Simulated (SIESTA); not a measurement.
Wanted: the native input for a SIESTA 5.4.2 run.

| Quantity | Value |
| --- | --- |
| Task | single point |
| Functional | PBE |
| Potentials or basis | PseudoDojo 0.4 standard (PBE files) |
| Basis | DZP (energy shift 0.003 Ry; two zetas on semicore shells) |
| Grid cutoff | 800 Ry |
| Energy shift | 0.003 Ry |
| k mesh | 8 × 8 × 5 |
| Occupations | fermi-dirac, width 0.05 eV |
| Spin | collinear spin, antiferromagnetic start |
| Starting moments | [1.0, -1.0] μB |

Crystal: Ni.

```xyz
2
Lattice="2.4480 0.0000 0.0000 -1.2240 2.1201 0.0000 0.0000 0.0000 4.0728" Properties=species:S:1:pos:R:3 pbc="T T T"
Ni    1.2240    0.7067    3.0546
Ni    0.0000    1.4134    1.0182
```

This isn't the form of Ni at room conditions, which is fcc.

The input as run:

Ni.fdf

```
SystemName                      Ni
SystemLabel                     Ni
NumberOfSpecies                 1
NumberOfAtoms                   2
%block ChemicalSpeciesLabel
  1  28 Ni
%endblock ChemicalSpeciesLabel

LatticeConstant                 1.0 Ang
%block LatticeVectors
     2.4480228978     0.0000000000     0.0000000000
    -1.2240114489     2.1200500186     0.0000000000
     0.0000000000     0.0000000000     4.0728075700
%endblock LatticeVectors
AtomicCoordinatesFormat         Ang
%block AtomicCoordinatesAndAtomicSpecies
     1.2240114490     0.7066833395     3.0546056775  1
    -0.0000000001     1.4133666791     1.0182018925  1
%endblock AtomicCoordinatesAndAtomicSpecies

%block kgrid.MonkhorstPack
    8   0   0  0.0
    0   8   0  0.0
    0   0   5  0.0
%endblock kgrid.MonkhorstPack
XC.Functional                   GGA
XC.Authors                      PBE
PAO.BasisSize                   DZP
PAO.EnergyShift                 0.003 Ry
Mesh.Cutoff                     800 Ry
Spin                            polarized
%block DM.InitSpin
    1   1.000
    2  -1.000
%endblock DM.InitSpin
OccupationFunction              FD
ElectronicTemperature           0.05 eV
MaxSCFIterations                200
SCF.MustConverge                false
SCF.Mixer.Method                Pulay
SCF.Mixer.Weight                0.1
SCF.Mixer.History               10
SCF.DM.Tolerance                5.0e-05
SCF.H.Tolerance                 1.0e-03 eV
WriteForces                     true
Charge.Mulliken                 end
%block PAO.Basis
  Ni 5
  n=3 0 2
    2.432 0.000
  n=4 0 2
    7.095 0.000
  n=3 1 2
    2.716 0.000
  n=4 1 1
    7.095
  n=3 2 2
    4.466 0.000
%endblock PAO.Basis
```

Potentials or basis: PseudoDojo 0.4 standard (PBE files), DZP (energy shift 0.003 Ry; two zetas on semicore shells).

Run with:

```bash
$ siesta < Ni.fdf > Ni.out 2>&1
```

It gave:

```
Pressure               : 6.2 GPa
Band gap on the k mesh : none (metal or under the smearing width)
Net moment             : 0.00 μB per cell
Site moments           : Ni +0.28, -0.28 μB
```

Caveat: the k mesh is coarse (spacing up to 0.37 Å⁻¹), so the values aren't converged; short orbitals over semicore shells can move pressures by several GPa; the basis of atomic orbitals isn't converged, which shifts pressures, moduli and gaps.

It took 62 s on 1 thread of Intel(R) Xeon(R) 6975P-C (Granite Rapids), with other jobs on the host, peak memory 0.28 GiB.
